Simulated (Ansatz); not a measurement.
Runs of Ansatz 0.2.0 on CuO (Tenorite). It takes space group C2/c (No. 15, monoclinic). Conventional cell: a = 4.684 Å, b = 3.423 Å, c = 5.129 Å, α = 90.00°, β = 99.54°, γ = 90.00°. Cu (site symmetry -1) is surrounded by 4 O at 1.95 to 1.96 Å. O (site symmetry 2) is surrounded by 4 Cu at 1.95 to 1.96 Å. 

```csv
task,level,cell,k mesh,smearing,gap on the mesh (eV),pressure (GPa),largest force (eV/Å)
single point,RPBE+D3(BJ),as given,10 × 10 × 5,gaussian 0.05 eV,none,-11.9,(b)
relaxation of cell and atoms,LDA,relaxed,10 × 10 × 5,gaussian 0.1 eV,-,0.0,-
phonons,PBEsol,as given,7 × 7 × 4,fermi-dirac 0.05 eV,none,-,-
single point,RPBE,as given,10 × 10 × 5,gaussian 0.1 eV,none,(a),0.19
single point,PBE,as given,10 × 10 × 5,gaussian 0.1 eV,none,5.7,0.26
```

Alike in all rows: potentials or basis Ansatz PAW; no spin polarisation; cutoff (eV) 420.

**Question.** Fill in the values left out.

**Answer.** (a) 11.3; (b) 0.14.

Caveats: the run has no spin polarisation, though such a crystal can be magnetic; semilocal functionals often make such compounds metallic where correlation or magnetic order opens a gap, which also shifts bond lengths (some runs); the PAW data sets come from PBE, with cores solved anew for the run's functional, which leaves a small shift of forces and pressure (some runs); pairwise dispersion overbinds metals, which lowers pressure and volume (some runs); the plane-wave basis is chosen anew once the cell has moved, so the energies of steps on either side of that aren't comparable (some runs).

A gap of «none» marks a metal or a gap under the smearing width.
